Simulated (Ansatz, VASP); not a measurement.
One calculation of CsBr, two programs

```
Cs Br
1.0
     4.23732    0.00000    0.00000
     0.00000    4.23732    0.00000
     0.00000    0.00000    4.23732
Cs Br
1 1
Direct
  0.00000 0.00000 0.00000
  0.50000 0.50000 0.50000
```

Change from the starting cell: volume scaled by 0.94.

Alike in both runs: task single point; functional PBE; k mesh 6 × 6 × 6; occupations fermi-dirac, width 0.05 eV; no spin polarisation.

|  | VASP | Ansatz |
| --- | --- | --- |
| version | VASP 6.6.1 | Ansatz 0.2.0 |
| potentials or method | VASP PAW PBE potentials, release 64 (Cs_sv, Br), cutoff 520 eV | all-electron LAPW, scalar-relativistic |

Ansatz gave:

| Property | Result |
| --- | --- |
| gap on the k mesh at the Fermi level (eV) | 4.66 |
| least direct gap on the mesh (eV) | 4.66 |
| pressure (GPa) | 1.7 |

Q: Estimate VASP's values.

A: gap on the k mesh at the Fermi level (eV): 4.65; least direct gap on the mesh (eV): 4.65; pressure (GPa): 1.8.

Ansatz ran all-electron here, so the differences hold the error of VASP's frozen core and of both bases.

Caveats: spin-orbit coupling is left out, which moves the levels of the heavy elements. A k mesh can miss the band edges.
